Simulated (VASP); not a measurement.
# VSi23 (a cell with a defect): single point with PBEsol

VSi23 (a cell with a defect):

```xyz
24
Lattice="0.0000 8.1555 8.1555 5.4370 0.0000 5.4370 5.4370 5.4370 0.0000" Properties=species:S:1:pos:R:3 pbc="T T T"
V     0.0272    8.1264    8.1392
Si    8.1586    2.7338    5.4409
Si    8.1475    5.4450    2.7308
Si    5.4324    2.7122    2.7344
Si    0.0192    2.7190    2.7156
Si    2.7034    5.4361    2.7455
Si    8.1305    8.1785    5.4419
Si    5.4396    5.4347    5.4424
Si   10.8517   10.8978   10.8962
Si    2.7533    8.1632    5.4221
Si    2.7406    5.4282    8.1598
Si    5.4401    8.1607    8.1682
Si    1.3650    1.3745    1.3646
Si    4.0605    4.0875    1.3898
Si    4.0510    1.3736    4.1069
Si    6.7952    4.0781    4.0803
Si    1.3157    4.1025    4.1024
Si    4.1017    6.7971    4.0653
Si    4.0907    4.0645    6.8013
Si    6.7961    6.7971    6.8053
Si    1.4211    6.7671    6.7557
Si    4.0785    9.5243    6.8152
Si    4.0684    6.8125    9.5267
Si    6.8039    9.5210    9.5233
```

```yaml
Program: VASP 6.6.1
Task: single point
Functional: PBEsol
Potentials_or_basis: VASP PAW PBE potentials, release 64 (V_sv, Si)
Cutoff: 350 eV
k_mesh: 2 × 3 × 3
Occupations: gaussian, width 0.03 eV
Spin: collinear spin, zero start
Starting_moments: "[0.0, 0.0, 0.0, 0.0, 0.0, 0.0, 0.0, 0.0, 0.0, 0.0, 0.0, 0.0, 0.0, 0.0, 0.0, 0.0, 0.0, 0.0, 0.0, 0.0, 0.0, 0.0, 0.0, 0.0] μB"
Fixed_moment: 0 μB
Dq: -1
Further_INCAR_settings: LREAL = Auto; ALGO = Normal; EDIFF = 1e-05; NBANDS = 74; ISYM = 0; NELECT = 106.0
```

- Largest force: 0.168 eV/Å
- Net moment: 0.00 μB per cell
- Valence electrons inside the program's atomic spheres: V 11.61; Si 1.69, 1.70, 1.73, 1.74

Forces on the atoms (eV/Å):
```
V   -0.043  0.006 -0.007
Si  -0.016 -0.022  0.060
Si  -0.005  0.049 -0.018
Si  -0.027  0.013 -0.002
Si   0.039 -0.009  0.004
Si  -0.021 -0.014  0.001
Si  -0.005  0.010 -0.019
Si   0.012 -0.004 -0.014
Si   0.042 -0.037 -0.040
Si  -0.014 -0.010  0.004
Si  -0.007 -0.004  0.000
Si   0.001 -0.001 -0.003
Si  -0.073 -0.097 -0.086
Si   0.101  0.096 -0.094
Si   0.103 -0.099  0.079
Si   0.010 -0.014 -0.011
Si  -0.022  0.010  0.009
Si  -0.005  0.030 -0.005
Si  -0.001 -0.003  0.026
Si  -0.007  0.003  0.012
Si  -0.040  0.070  0.080
Si  -0.010  0.014 -0.004
Si   0.001  0.006  0.019
Si  -0.014  0.009  0.010
```

It took 3.1 min on 4 MPI ranks on Intel(R) Xeon(R) Platinum 8559C (Emerald Rapids), with other jobs on the host, peak memory 0.63 GiB a rank.

Caveat: the PAW data sets were made with another functional, which shifts forces and pressure a little; the total moment is fixed, so each spin has its own Fermi level.
